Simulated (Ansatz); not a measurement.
## A series in temperature on SiC

Harmonic vibrational free energy, entropy and heat capacity at constant volume, per atom, from the force constants of a q mesh, imaginary modes left out; plane waves with PAW datasets, Gamma-centred k mesh. The results are calculated, by Ansatz 0.2.0.

Structure of every row (space group P6_3mc, No. 186):
```
CELL_PARAMETERS angstrom
3.09190 0.00000 0.00000
-1.54600 2.67770 0.00000
0.00000 0.00000 5.07430
ATOMIC_POSITIONS crystal
Si 0.66667 0.33333 0.50458
Si 0.33333 0.66667 0.00458
C 0.66667 0.33333 0.88042
C 0.33333 0.66667 0.38042
```

Settings of every row: functional PBE; dispersion none; spin none; wave cutoff 420 eV; k mesh 12x12x6; occupations fixed; smearing width 0 eV; pressure 0 GPa; phonon method linear response; q mesh 3x3x1.

Limits: coarse q mesh; phonon interpolation lacks quadrupole term.

| row | temperature (K) | phonon heat capacity (kB/atom) | phonon entropy (kB/atom) | phonon free energy (meV/atom) |
| --- | --- | --- | --- | --- |
| 1 | 200 | 1.031 | 0.52 | 105 |
| 2 | 300 | 1.666 | 1.066 | 98.2 |
| 3 | 400 | 2.087 | 1.607 | 86.6 |
| 4 | 500 | 2.353 | 2.104 | 70.6 |
| 5 | 600 | ? | ? | ? |
| 6 | 700 | 2.636 | 2.947 | 26.8 |
| 7 | 800 | 2.714 | 3.304 | -0.2 |
| 8 | 900 | 2.77 | 3.627 | -30 |
| 9 | 1000 | 2.812 | 3.921 | -62.6 |

Question: what phonon heat capacity and phonon entropy should row 5 give?

Worked fit of phonon heat capacity. At high temperature a harmonic heat capacity falls short of its limit by a term in 1/T², so take t = (100 K / T)². The shown rows have t = 0.25, 0.11111, 0.0625, 0.04, 0.02041, 0.01562, 0.01235, 0.01. Least squares give phonon heat capacity = 2.9389 − 15.0665 × t + 29.805 × t² kB/atom; a straight line predicts inner rows, each left out in turn, worse (root mean square 0.18 against 0.044 kB/atom). The rows lie off it by -0.004, 0.033, -0.027, -0.031, -0.008, 0.003, 0.013, 0.021 (root mean square 0.021 kB/atom), a smooth pattern that one more power would take up: the form is only approximate. The constant, 2.9389 kB/atom, is to be held against the harmonic limit of 3 k_B an atom; it falls short where the stiffest modes are still partly frozen in this range. The withheld row has t = 0.02778, so the fit gives 2.9389 − 15.0665 × (0.02778) + 29.805 × (0.02778)² = 2.543 kB/atom.

The calculation gave 2.523 kB/atom. The fit lies 0.020 kB/atom (1.1 % of the column's range) above it; its largest miss of a shown row is 0.033 kB/atom.

Worked fit of phonon entropy. Entropy rises as the heat capacity times the change of ln T, so take t = ln(T / 300 K). The shown rows have t = -0.4055, 0, 0.2877, 0.5108, 0.8473, 0.9808, 1.0986, 1.204. Least squares give phonon entropy = 1.0898 + 1.67554 × t + 0.57748 × t² kB/atom; a straight line predicts inner rows, each left out in turn, worse (root mean square 0.14 against 0.022 kB/atom). The rows lie off it by 0.015, -0.024, -0.013, 0.008, 0.023, 0.015, -0.001, -0.023 (root mean square 0.017 kB/atom), a smooth pattern that one more power would take up: the form is only approximate. The slope at t = 0, 1.68 kB/atom, estimates the heat capacity at 300 K. The withheld row has t = 0.6931, so the fit gives 1.0898 + 1.67554 × (0.6931) + 0.57748 × (0.6931)² = 2.529 kB/atom.

The calculation gave 2.549 kB/atom. The fit lies 0.020 kB/atom (0.59 % of the column's range) below it; its largest miss of a shown row is 0.024 kB/atom.

The other values of row 5: phonon free energy 50.5 meV/atom.
